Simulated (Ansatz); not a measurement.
ZrN: single point with PBE

Crystal: ZrN.

```
Zr N
1.0
     0.00000    2.30000    2.30000
     2.30000    0.00000    2.30000
     2.30000    2.30000    0.00000
Zr N
1 1
Direct
  0.50000 0.50000 0.50000
  0.00000 0.00000 0.00000
```

```
Program             : Ansatz 0.2.0
Task                : single point
Functional          : PBE
Potentials or basis : Ansatz PAW
Cutoff              : 420 eV (not typed: the program's choice for these potentials)
k mesh              : 10 × 10 × 10
Occupations         : gaussian, width 0.012 eV
Spin                : no spin polarisation
```

- Pressure: -0.9 GPa
- Band gap on the k mesh: none (metal or under the smearing width)

Levels at points of the mesh, in eV from the Fermi level:
| k point | band 7 | band 8 | band 9 | band 10 | band 11 | band 12 |
| --- | --- | --- | --- | --- | --- | --- |
| (0.00, 0.00, 0.00) | -2.69 | -2.69 | -0.43 | -0.43 | -0.43 | 1.53 |
| (0.00, 0.00, -0.50) | -5.69 | -5.69 | 2.94 | 3.00 | 3.00 | 4.67 |
| (0.00, -0.50, -0.50) | -3.47 | -3.20 | -3.20 | 3.29 | 4.43 | 4.43 |

It took 1.2 s on 2 threads of Arm Neoverse V1 (shared host), peak memory 0.28 GiB.

Caveat: the pressure holds a Pulay correction of +0.4 GPa for the finite cutoff.
